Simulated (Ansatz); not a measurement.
**Fe$_{3}$Co: how the energy converges with the cutoff**

Fe$_{3}$Co, P1, a = 4.078 Å, b = 4.027 Å, c = 2.808 Å, α, β, γ = 90.6°, 89.8°, 89.5°. Ansatz: PBEsol, PAW, cutoff varied, Γ-centred 8×8×10 mesh on 4 atoms, Gaussian smearing 0.10 eV; collinear spin, largest moment 2.5 μB. Single points at one geometry with displaced atoms, the cutoff alone changed; ΔE is the energy at zero smearing over the run at 420 eV. The runs up to 350 eV lie under the cutoff recommended for these PAW datasets.

| cutoff (eV) | ΔE (meV/atom) |
| --- | --- |
| 200 | 17507.74 |
| 250 | 3229.79 |
| 300 | ? |
| 350 | 39.43 |

**Question.** Assume ΔE falls exponentially with the cutoff, fit y = ln ΔE against x, the cutoff in eV, to the other rows, and predict the missing value.

**Answer.** y = 9.770, 8.080, 3.675. Means x = 266.7, y = 7.1750; Σ(Δx)² = 11667, ΣΔxΔy = -479.8; the slope is their ratio. y = 18.14 − 0.04112 x, a factor of ten per 56 eV. At 300 eV this gives ΔE = 331.62 meV/atom. The run gave 461.55, a ratio of 0.72. Between neighbouring rows the decay runs from a factor of ten per 47 eV to one per 68 eV, so one exponential is only a rough guide. The reference at 420 eV isn't the complete basis: by the fit it lies 2.39 meV/atom above it, and every ΔE is lowered by that much, or by more if the decay slows beyond the rows, as it often does.

11 further runs of this set didn't finish or converge.

Cost: 5 runs of about 19 core-minutes in all, on Arm Neoverse V1 (shared hosts).